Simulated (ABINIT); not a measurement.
The system is MgS (Niningerite).

```
S Mg
1.0
     0.00000    2.60165    2.60165
     2.60165    0.00000    2.60165
     2.60165    2.60165    0.00000
S Mg
1 1
Cartesian
  2.6016 2.6016 2.6016
  0.0000 0.0000 0.0000
```

Base run:

| Quantity | Value |
| --- | --- |
| Program | ABINIT 10.8.3 (patched build) |
| Functional | PBEsol |
| Potentials or basis | JTH PAW PBE v2.0 |
| Cutoff | 544 eV |
| k mesh | 9 × 9 × 9 |
| Occupations | fermi-dirac, width 0.05 eV |
| Spin | no spin polarisation |

Its results: band gap on the k mesh 2.83 eV, indirect (least direct gap 3.59 eV); pressure -1.0 GPa.

Problem. The run is repeated on the same cell with these changes: functional from PBEsol to PBE. What comes out?

Solution. Band gap on the k mesh 2.91 eV, indirect (least direct gap 3.71 eV); pressure 1.1 GPa.

PBE binds less tightly than PBEsol, so the same cell stands under more pressure.

Caveats: the mesh misses the band edges, which the band path finds closer together; the PAW data sets were made with another functional, which shifts forces and pressure a little (some runs).
